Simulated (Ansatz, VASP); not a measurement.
# BN in VASP and in Ansatz

INCAR

```
SYSTEM = BN
ALGO = Normal ; EDIFF = 1E-6
ENCUT = 520 ; GGA = PS
ISIF = 2 ; ISMEAR = 0
LASPH = .True. ; LCHARG = .False.
LREAL = .False. ; LWAVE = .False.
NBANDS = 16 ; NELM = 60
PREC = Accurate ; SIGMA = 0.05
```

KPOINTS

```
k-points
0
Gamma
  12 12 4
  0 0 0
```

POSCAR

```
BN
1.0
    2.5854340594      0.0000000000      0.0000000000
   -1.2927170297      2.2390515752      0.0000000000
    0.0000000000      0.0000000000      6.4385064382
B N
2 2
Direct
    0.3333333333      0.6666666667      0.2500000000
    0.6666666667      0.3333333333      0.7500000000
    0.3333333333      0.6666666667      0.7500000000
    0.6666666667      0.3333333333      0.2500000000
```

Input for Ansatz:

```yaml
crystal:
  lattice:
    - [2.5854340594, 0.0, 0.0]
    - [-1.2927170297, 2.2390515752, 0.0]
    - [0.0, 0.0, 6.4385064382]
  atoms:
    - { symbol: B, position: [0.3333333333, 0.6666666667, 0.25] }
    - { symbol: B, position: [0.6666666667, 0.3333333333, 0.75] }
    - { symbol: "N", position: [0.3333333333, 0.6666666667, 0.75] }
    - { symbol: "N", position: [0.6666666667, 0.3333333333, 0.25] }
basis:
  ecutwfc: 520.0
kpoints:
  mp_grid: { grid: [12, 12, 4] }
hamiltonian:
  xc: pbesol
  pseudopotentials: { kind: paw, azcp: { folder: soft_1 } }
scf:
  occupations: { method: gaussian, width: 0.05 }
output:
  forces: true
  stress: true
  eigenvalues: true
```

Alike in both runs: task single point; functional PBEsol; k mesh 12 × 12 × 4; occupations gaussian, width 0.05 eV; no spin polarisation.

|  | VASP | Ansatz |
| --- | --- | --- |
| version | VASP 6.6.1 | Ansatz 0.2.0 |
| potentials or method | VASP PAW PBE potentials, release 64 (B, N) | scalar-relativistic, plane waves, PAW |
| plane-wave cutoff (eV) | 520 | 520 |
| valence electrons in the cell | 16 | 16 |

Ansatz gave:

- gap on the k mesh at the Fermi level (eV): 3.93
- least direct gap on the mesh (eV): 4.25
- pressure (GPa): -20.1
- largest component of the traceless stress (GPa): 21.56

Q: What did VASP give for the same quantities?

A: gap on the k mesh at the Fermi level (eV): 3.93; least direct gap on the mesh (eV): 4.24; pressure (GPa): -19.7; largest component of the traceless stress (GPa): 21.05.

The functional is the same, so the differences come from potentials, cutoffs and numerics. Ansatz warned: «pseudo_functional_mismatch».

Caveats: so large a pressure means that the cell lies far from this level's equilibrium, or that cutoff or potentials fall short (VASP); the potentials were made for another functional, which shifts forces and pressure (VASP); this functional lacks dispersion, which binds the layers, so the pressure and a relaxed spacing across them are unreliable. A k mesh can miss the band edges.
